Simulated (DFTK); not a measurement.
**As in DFTK: the effect of functional**

The system is As.

```
As
1.0
     1.88080    1.08588    3.51406
    -1.88080    1.08588    3.51406
     0.00000   -2.17176    3.51406
As
2
Cartesian
  0.0000 0.0000 2.3825
  0.0000 0.0000 8.1597
```

Alike in all runs:

- Program: DFTK 0.8.2
- Task: single point
- Potentials or basis: cp2k.nc.sr.pbe.v0_1.largecore.gth (PBE, GTH)
- Cutoff: 544 eV
- k mesh: 3 × 3 × 3
- Occupations: fermi-dirac, width 0.05 eV
- Spin: no spin polarisation

| functional | gap on the mesh (eV) | largest force (eV/Å) |
| --- | --- | --- |
| PBEsol | ? | ? |
| PBEsol0 | 2.34 | 0.05 |
| HF | 5.53 | 0.89 |

What does the run with functional PBEsol give?

gap on the mesh 1.31 eV; largest force 0.19 eV/Å.

Caveats: all runs use coarse meshes; GTH potentials come without recommended cutoffs, and this one wasn't checked for convergence; the potentials were made for another functional, which shifts forces and pressure; an odd mesh through Γ misses points on the zone boundary, where band edges often lie; the program's treatment of exact exchange at zero wave vector lowers gaps by one to five hundredths of an eV on this mesh and cutoff (some runs).
